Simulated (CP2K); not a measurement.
**HgSe under changes of volume**

One of the cells (28.067 Å³/atom); the others are scaled copies at fixed shape and fractional positions:

```xyz
2
Lattice="4.2978 0.0000 0.0000 2.1489 3.7220 0.0000 2.1489 1.2407 3.5091" Properties=species:S:1:pos:R:3 pbc="T T T"
Hg    0.0000    0.0000    0.0000
Se    6.4467    3.7220    2.6319
```

```yaml
Program: CP2K 2026.2
Functional: PBEsol
Potentials_or_basis: POTENTIAL_UZH Hg GTH-PBE-q12, Se GTH-PBE-q6; TZVP-MOLOPT-PBE-GTH basis
Density_cutoff: 6123 eV
k_mesh: 8 × 8 × 8
Occupations: fermi-dirac, width 0.05 eV
Spin: no spin polarisation
```

```csv
volume (Å³/atom),energy over the lowest point (meV/atom),pressure (GPa)
26.383,?,?
26.944,43.47,5.9
27.505,25.59,4.3
28.067,12.82,3.0
28.628,4.63,1.7
29.189,0.50,0.6
29.751,0.00,-0.3
```

Problem. What does the run at 26.383 Å³/atom give?

Solution. Energy over the lowest point 67.10 meV/atom; pressure 7.6 GPa.

Worked out: A Birch-Murnaghan fit of order 3 (a polynomial in V^(-2/3)) to the other rows has its minimum at 29.55 Å³/atom with B0 = V·E''(V) = 51 GPa and B' = 5.1. It gives 67.10 meV/atom at 26.383 Å³/atom, against the run's 67.10, and -dE/dV = 7.6 GPa, against 7.6.

Energies are extrapolated to zero smearing.

Caveats: the potentials were made for another functional, which shifts forces and pressure; the basis of atomic orbitals isn't converged, which shifts pressures, moduli and gaps.
